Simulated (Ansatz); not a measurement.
## TiC: equation of state with LDA

Crystal: TiC.

```
Ti C
1.0
     0.00000    2.16572    2.16572
     2.16572    0.00000    2.16572
     2.16572    2.16572    0.00000
Ti C
1 1
Direct
  0.00000 0.00000 0.00000
  0.50000 0.50000 0.50000
```

The cell is a database's computed one.

```
Program             : Ansatz 0.2.0
Task                : equation of state
Functional          : LDA
Potentials or basis : all-electron LAPW, scalar-relativistic
Basis error allowed : 0.001 eV/atom
k mesh              : 11 × 11 × 11
Occupations         : fermi-dirac, width 0.05 eV
Spin                : no spin polarisation
```

```json
{"Equilibrium volume": "9.67 Å³/atom", "Bulk modulus": "283 GPa", "Pressure derivative of the bulk modulus": "4.0"}
```

Energy against volume, from the lowest point:
```
volume (Å³/atom)  energy (meV/atom)
           9.548               0.95
           9.752               0.00
           9.955               6.29
          10.158              19.10
          10.361              37.78
          10.564              61.73
          10.767              90.44
```

All runs of the series together: 47 s on 1 thread of Arm Neoverse V2 (shared host).
